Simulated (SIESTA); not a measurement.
SnO2 (Cassiterite) under changes of volume

One of the cells (11.922 Å³/atom); the others are scaled copies at fixed shape and fractional positions:

```
Sn O
1.0
     4.73800    0.00000    0.00000
     0.00000    4.73800    0.00000
     0.00000    0.00000    3.18650
Sn O
2 4
Direct
  0.50000 0.50000 0.50000
  0.00000 0.00000 0.00000
  0.80710 0.19290 0.50000
  0.69290 0.69290 0.00000
  0.19290 0.80710 0.50000
  0.30710 0.30710 0.00000
```

| Item | Value |
| --- | --- |
| Program | SIESTA 5.4.2 |
| Functional | LDA |
| Potentials or basis | PseudoDojo 0.4 standard (LDA files) |
| Basis | DZP (energy shift 0.003 Ry; two zetas on semicore shells) |
| Grid cutoff | 800 Ry |
| Energy shift | 0.003 Ry |
| k mesh | 4 × 4 × 6 |
| Occupations | fermi-dirac, width 0.05 eV |
| Spin | no spin polarisation |

```tsv
volume (Å³/atom)	energy over the lowest point (meV/atom)	pressure (GPa)	gap on the mesh (eV)	largest force (eV/Å)
11.207	62.00	21.5	1.66	0.456
11.445	34.57	15.5	1.40	0.347
11.684	?	?	?	?
11.922	4.39	5.2	0.91	0.155
12.161	0.00	0.9	0.68	0.068
12.399	1.71	-3.0	0.46	0.010
12.637	8.85	-6.5	0.26	0.081
```

What does the run at 11.684 Å³/atom give?

Energy over the lowest point 15.65 meV/atom; pressure 10.1 GPa; gap on the mesh 1.15 eV; largest force 0.246 eV/Å.

Worked out: A Birch-Murnaghan fit of order 3 (a polynomial in V^(-2/3)) to the other rows has its minimum at 12.21 Å³/atom with B0 = V·E''(V) = 205 GPa and B' = 4.8 at fixed shape and positions, which overstates the stiffness. It gives 15.62 meV/atom at 11.684 Å³/atom, against the run's 15.65, and -dE/dV = 10.0 GPa, against 10.1. A parabola through the other rows of the gap, of slope -12 eV per unit of ln V (its deformation potential) there, gives 1.15 eV, against the run's 1.15.

Energies are extrapolated to zero smearing.

Caveats: spin-orbit coupling is left out, which moves the levels of the heavy elements; the basis of atomic orbitals isn't converged, which shifts pressures, moduli and gaps.
